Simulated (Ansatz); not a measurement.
# TiS₂: 15 steps of 3.0 fs from 300 K

Computed with Ansatz 0.2.0, DFT, LDA, all-electron LAPW, scalar-relativistic.

Command: `ansatz run input.yaml --threads 2 --pin off --max-ram 6144MiB --backend cpu --events-out ev --progress --plain --runs-dir out` The run took 5.5 min on 2 threads of Arm Neoverse V1, on a shared host, peak memory 0.5 GiB.

```yaml
crystal:
  lattice:
    - [3.412, 0.0, 0.0]
    - [-1.706, 2.9548786777, 0.0]
    - [0.0, 0.0, 5.695]
  atoms:
    - { symbol: Ti, position: [0.0, 0.0, 0.0] }
    - { symbol: S, position: [0.3333333333, 0.6666666667, 0.25] }
    - { symbol: S, position: [0.6666666667, 0.3333333333, 0.75] }
kpoints:
  mp_grid: { grid: [6, 6, 4] }
scf:
  occupations: { method: fermi_dirac, width: 0.08 }
hamiltonian:
  xc: lda
  pseudopotentials: { kind: all_electron, lapw: { basis_error: 0.001 } }
output:
  forces: true
  stress: true
md:
  timestep: 3.0
  n_steps: 15
  ensemble: nve
  temperature: 300
  initial_velocities: maxwell_boltzmann
  seed: 181807
```

The cell comes from COD entry 1537865, which wasn't checked; take it as a given geometry. It is an old determination, and later ones may differ.

Each frame lists Cartesian positions (Å) and forces (eV/Å). Free energies count from the first step, -44848.5426 eV.

Step 0 (t = 0.0 fs): E = 0.0 meV, T = 300 K, conserved energy 0.0 meV

```
Ti    0.0000    0.0000    0.0000     0.000   0.000   0.000
S     0.0000    1.9699    1.4238     0.000   0.000  -0.409
S     1.7060    0.9850    4.2713     0.000   0.000   0.409
```

Step 1 (t = 3.0 fs): E = +3.4 meV, T = 287 K, conserved energy 0.0 meV

```
Ti    0.0012   -0.0052    0.0052    -0.006   0.013  -0.111
S    -0.0093    1.9814    1.4223     0.054  -0.052  -0.379
S     1.7136    0.9813    4.2649    -0.048   0.039   0.491
```

Step 2 (t = 6.0 fs): E = +8.4 meV, T = 268 K, conserved energy 0.0 meV

```
Ti    0.0023   -0.0105    0.0103    -0.018   0.027  -0.224
S    -0.0185    1.9927    1.4197     0.112  -0.106  -0.333
S     1.7210    0.9778    4.2600    -0.094   0.078   0.557
```

Step 3 (t = 9.0 fs): E = +14.8 meV, T = 243 K, conserved energy +0.1 meV

```
Ti    0.0034   -0.0156    0.0149    -0.036   0.043  -0.333
S    -0.0273    2.0037    1.4163     0.174  -0.160  -0.272
S     1.7282    0.9745    4.2565    -0.138   0.117   0.605
```

Step 4 (t = 12.0 fs): E = +22.0 meV, T = 215 K, conserved energy +0.1 meV

```
Ti    0.0044   -0.0207    0.0189    -0.058   0.059  -0.435
S    -0.0357    2.0143    1.4122     0.238  -0.214  -0.199
S     1.7351    0.9716    4.2546    -0.180   0.155   0.633
```

Step 5 (t = 15.0 fs): E = +29.5 meV, T = 187 K, conserved energy +0.1 meV

```
Ti    0.0054   -0.0257    0.0221    -0.084   0.073  -0.526
S    -0.0434    2.0243    1.4075     0.303  -0.266  -0.116
S     1.7414    0.9690    4.2545    -0.219   0.193   0.642
```

Step 6 (t = 18.0 fs): E = +36.7 meV, T = 159 K, conserved energy +0.2 meV

```
Ti    0.0062   -0.0306    0.0244    -0.111   0.085  -0.600
S    -0.0504    2.0336    1.4024     0.367  -0.314  -0.029
S     1.7471    0.9670    4.2561    -0.256   0.228   0.629
```

Step 7 (t = 21.0 fs): E = +42.9 meV, T = 135 K, conserved energy +0.2 meV

```
Ti    0.0068   -0.0353    0.0256    -0.137   0.095  -0.655
S    -0.0563    2.0420    1.3974     0.428  -0.356   0.059
S     1.7522    0.9656    4.2595    -0.291   0.261   0.596
```

Step 8 (t = 24.0 fs): E = +47.5 meV, T = 117 K, conserved energy +0.2 meV

```
Ti    0.0071   -0.0398    0.0256    -0.160   0.101  -0.684
S    -0.0611    2.0495    1.3924     0.481  -0.391   0.142
S     1.7565    0.9649    4.2644    -0.322   0.290   0.542
```

Step 9 (t = 27.0 fs): E = +50.1 meV, T = 107 K, conserved energy +0.2 meV

```
Ti    0.0072   -0.0442    0.0243    -0.177   0.104  -0.684
S    -0.0645    2.0559    1.3879     0.525  -0.417   0.216
S     1.7599    0.9649    4.2708    -0.348   0.313   0.468
```

Step 10 (t = 30.0 fs): E = +50.5 meV, T = 106 K, conserved energy +0.2 meV

```
Ti    0.0069   -0.0483    0.0218    -0.185   0.104  -0.652
S    -0.0666    2.0612    1.3839     0.555  -0.433   0.275
S     1.7623    0.9659    4.2785    -0.370   0.329   0.377
```

Step 11 (t = 33.0 fs): E = +48.7 meV, T = 113 K, conserved energy +0.2 meV

```
Ti    0.0063   -0.0523    0.0182    -0.185   0.102  -0.587
S    -0.0671    2.0653    1.3807     0.570  -0.438   0.317
S     1.7637    0.9677    4.2871    -0.385   0.336   0.270
```

Step 12 (t = 36.0 fs): E = +45.1 meV, T = 126 K, conserved energy +0.2 meV

```
Ti    0.0053   -0.0561    0.0134    -0.174   0.101  -0.489
S    -0.0661    2.0682    1.3784     0.567  -0.431   0.340
S     1.7642    0.9704    4.2966    -0.393   0.330   0.150
```

Step 13 (t = 39.0 fs): E = +40.4 meV, T = 144 K, conserved energy +0.1 meV

```
Ti    0.0041   -0.0597    0.0078    -0.154   0.103  -0.362
S    -0.0636    2.0700    1.3769     0.548  -0.415   0.342
S     1.7635    0.9740    4.3064    -0.393   0.312   0.020
```

Step 14 (t = 42.0 fs):

```
Ti    0.0025   -0.0631    0.0016
S    -0.0595    2.0706    1.3764
S     1.7618    0.9785    4.3163
```

Step 15 (t = 45.0 fs): E = +31.3 meV, T = 179 K, conserved energy 0.0 meV

```
Ti    0.0008   -0.0663   -0.0051    -0.097   0.127  -0.043
S    -0.0541    2.0702    1.3768     0.464  -0.357   0.293
S     1.7590    0.9837    4.3258    -0.366   0.230  -0.250
```

Question: Give the energy and forces of step 14.

Answer: E = +35.6 meV, T = 163 K, conserved energy +0.1 meV
```
Ti    0.0025   -0.0631    0.0016    -0.128   0.111  -0.211
S    -0.0595    2.0706    1.3764     0.512  -0.389   0.326
S     1.7618    0.9785    4.3163    -0.384   0.279  -0.115
```

Question: What is the mean temperature over the last 8 frames?

Answer: 132 K; so short a run of so small a cell isn't equilibrated.
